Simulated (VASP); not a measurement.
A run of VASP 6.6.1 is set up as follows.

INCAR

```
SYSTEM = Os
PREC = Accurate
ENCUT = 600
EDIFF = 1E-6
ISMEAR = -1
SIGMA = 0.05
LREAL = .False.
LASPH = .True.
NELM = 80
ALGO = Fast
ISIF = 3
LWAVE = .False.
LCHARG = .False.
GGA = PS
IVDW = 12
IBRION = 2
NSW = 40
EDIFFG = -0.005
```

File KPOINTS:

```
regular mesh
0
Gamma
  11 11 6
  0 0 0
```

The input POSCAR:

```
Os
1.0
    2.7341000000      0.0000000000      0.0000000000
   -1.3670500000      2.3678000565      0.0000000000
    0.0000000000      0.0000000000      4.3197000000
Os
2
Direct
    0.6666666667      0.3333333333      0.7500000000
    0.3333333333      0.6666666667      0.2500000000
```

Potentials or basis: VASP PAW PBE potentials, release 64 (Os).

Command:

```console
$ cat potpaw_PBE.64/Os/POTCAR > POTCAR
$ mpirun -np 1 vasp_std > vasp.out
```

Q: Predict the space group after relaxing (to 0.05 Å).

A: P6_3/mmc (No. 194).

Q: Estimate the band gap on the k mesh.

A: None (metal or under the smearing width).

Q: Estimate the relaxed volume.

A: 13.67 Å³/atom.

Q: Predict the relaxed cell.

A: a = 2.713 Å, b = 2.713 Å, c = 4.290 Å, α = 90.00°, β = 90.00°, γ = 120.00°.

The path:
```csv
step,energy change (eV),largest force (eV/Å),pressure (GPa),volume (Å³)
1,0.0000,0.0000,-9.82,27.96
2,0.4593,0.0000,62.56,24.64
3,-0.0193,0.0000,-0.52,27.38
4,-0.0193,0.0000,-0.08,27.35
5,-0.0193,0.0000,0.14,27.34
6,-0.0193,0.0000,0.17,27.34
7,-0.0193,0.0000,0.16,27.34
8,-0.0193,0.0000,-0.50,27.38
9,-0.0193,0.0000,-0.03,27.35
```

Caveat: the PAW data sets were made with another functional, which shifts forces and pressure a little; pairwise dispersion overbinds metals, which lowers pressure and volume. The run has no spin-orbit coupling, so splittings on Os are missing.
